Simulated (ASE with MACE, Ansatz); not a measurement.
# Σ3 (111)[1-10] symmetric tilt boundary in Si (48 atoms): boundary energy

What is the boundary energy of this cell, counted against the bulk crystal, and how far does it hang on functional and mesh?

Calculated with Ansatz 0.2.0: Kohn-Sham DFT, PBE, PAW (set soft_2), plane waves; cutoff 420 eV, fermi-dirac smearing of 0.025 eV. Cutoffs: 420 eV for PBE and PBEsol; 500 eV for r2SCAN.

**The cells**

The cell holds 48 atoms: 48 Si. Its edges and angles: a = 7.734 Å, b = 7.734 Å, c = 18.969 Å, α = 90.0°, β = 90.0°, γ = 120.0°. It derives from Si. The starting structure: Two grains of Si, one the mirror image of the other in the boundary plane, two boundaries a cell; of 6 trial joints (lateral shifts, openings, close atoms taken out) the lowest after a short relaxation with the MACE-MP-0b2 potential was kept (shift [0.333, 0.667] of the surface cell, opening 1.19 Å, one of each pair under 1.66 Å removed), then its atoms and the cell's length along the normal were relaxed with that potential. Lattice constants are starting values near those of PBE.

The bulk reference is Si8 in a cell of 8 atoms, 20.447 Å³ an atom.

The input of the single point on the relaxed cell:

```yaml
crystal:
  lattice:
    - [7.73433, 0.0, 0.0]
    - [-3.86717, 6.69813, 0.0]
    - [0.0, 0.0, 18.9694]
  atoms:
    - { symbol: Si, position: [0.16667, 0.33333, 0.99045] }
    - { symbol: Si, position: [0.16667, 0.33333, 0.11611] }
    - { symbol: Si, position: [0.33333, 0.16667, 0.15794] }
    - { symbol: Si, position: [0.33333, 0.16667, 0.28262] }
    [... 42 atom lines left out ...]
    - { symbol: Si, position: [0.66667, 0.83333, 0.61612] }
    - { symbol: Si, position: [0.66667, 0.83333, 0.49047] }
kpoints:
  mp_grid: { grid: [4, 4, 2] }
hamiltonian:
  xc: pbe
scf:
  occupations: { method: fermi_dirac, width: 0.025 }
output:
  forces: true
  stress: true
  populations: true
  dos:
    method: { smearing: { sigma: 0.08 } }
    de: 0.1
    projected:
      site_lists:
        Si: [Si]
        lower_grain: [... 24 sites ...]
        upper_grain: [... 24 sites ...]
  eigenvalues: true
  write_density: true
  write_potential: true
  volumetric_format: npy
```

| cell | formula | k-mesh | relaxation steps | gain on relaxing (eV) | free energy, PBE (eV) | Kohn-Sham gap (eV) | time of its runs on this page |
| --- | --- | --- | --- | --- | --- | --- | --- |
| Sigma3 (111)[1-10] symmetric tilt boundary in Si | Si48 | 4×4×2 (relaxed on 3×3×1) | 2 | 0.02 | -30518.743 | 0.61 | 94 s |
| bulk Si | Si8 | 10×10×10 | - | - | -5086.481 | - | 7.9 s |

The gap is that between the highest filled and lowest empty Kohn-Sham level; a dash marks none computed or no clear gap. Times come from shared hosts and are rough.

**Boundary energy**

The excess is the cell's free energy less 6 times that of the bulk cell. It is divided by twice the area, as the cell holds two boundaries, so the value is their mean, and they need not be alike (51.81 Å²), with 1 eV/Å² = 16.022 J/m².

```
           level  k-mesh  excess (eV)  boundary energy (J/m²)  per area (meV/Å²)
             PBE   4×4×2        0.146                   0.023                1.4
PBE, denser mesh   6×6×2        0.099                   0.015                1.0
          r2SCAN   4×4×2        0.185                   0.029                1.8
          PBEsol   4×4×2        0.133                   0.021                1.3
```

Worked for the first row at PBE: (-30518.743) − 6 × (-5086.481) = 0.146 eV (from unrounded energies).

Then 0.146 / (2 × 51.81) × 16.022 = 0.023 J/m².

**Neighbours**

Bonds by pair of elements; cutoffs follow the first minimum of g(r), held within bounds set by covalent radii, and pairs that aren't listed don't count as bonded:

```
pair A-B  cutoff (Å)  bonds  mean length (Å)  spread (Å)  shortest (Å)  B about A  A about B
   Si-Si        2.77     96             2.37       0.005          2.37          4          4
```

How many atoms have how many bonded neighbours:

```csv
element,mean,4
Si,4,48
```

**Findings**

At PBE the boundary energy is 0.023 J/m². At the same geometries the levels give 0.021 (PBEsol) to 0.029 J/m² (r2SCAN) and the denser mesh moves it by -0.007 J/m², so it isn't converged in k-sampling. Relaxing the atoms lowered it by 0.003 J/m² from the start (on the 3×3×1 mesh of the relaxation), and the farthest atom moved 0.01 Å. By these cutoffs every atom has the count of neighbours that is commonest for its element.

Limits: The cell edges were held, so the lattice is the typed one for every functional, and the length along the normal is the one that the machine-learned potential gave. Cell and bulk are sampled on unlike meshes, and the error grows with the number of atoms subtracted. The joint was picked among a few trials by a machine-learned potential, and a lower one may exist. In some runs the program notes that positions were snapped to a detected symmetry.

[Logs are printed without paths, hosts, clocks, repeated set-up lines and the standing remarks that a program may print on its own settings, such as how far it seeks lower states.]

[Hosts, paths, dates, database ids (printed as entryN), source tags and the programs' standing remarks are cut or masked in the printed files.]
